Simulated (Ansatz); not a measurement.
PbS:

```
Pb S
1.0
     2.07995   -5.99130    0.00000
     2.07995    5.99130    0.00000
     0.00000    0.00000    4.27932
Pb S
2 2
Direct
  0.13056 0.86944 0.25000
  0.86944 0.13056 0.75000
  0.35480 0.64520 0.25000
  0.64520 0.35480 0.75000
```

Measurements of this composition are mostly on another form, of space group No. 225.

Base run:

| Item | Value |
| --- | --- |
| Program | Ansatz 0.2.0 |
| Functional | exchange-only PBE |
| Potentials or basis | Ansatz PAW |
| Cutoff | 420 eV (not typed: the program's choice for these potentials) |
| k mesh | 7 × 7 × 6 |
| Occupations | fermi-dirac, width 0.05 eV |
| Spin | no spin polarisation |

Its results: band gap on the k mesh 1.32 eV, indirect (least direct gap 1.53 eV); pressure 10.3 GPa; largest force 0.502 eV/Å.

The run is repeated on the same cell with these changes: functional from exchange-only PBE to PBE; cutoff from 420 eV (not typed: the program's choice for these potentials) to 300 eV. What comes out?

Band gap on the k mesh 1.26 eV, indirect (least direct gap 1.44 eV); pressure 1.1 GPa; largest force 0.103 eV/Å.

Caveats: spin-orbit coupling is left out, which as a rule narrows the gap of such compounds by several tenths of an eV; the k mesh misses the band edges, so the gap on the mesh is wider than the one along the path (some runs); the PAW data sets come from PBE, with cores solved anew for the run's functional, which leaves a small shift of forces and pressure (some runs); odd divisions of the mesh miss points on the zone boundary, where band edges often lie, so the gap on the mesh can be too wide (some runs); the cutoff lies under the one recommended for these potentials (some runs).
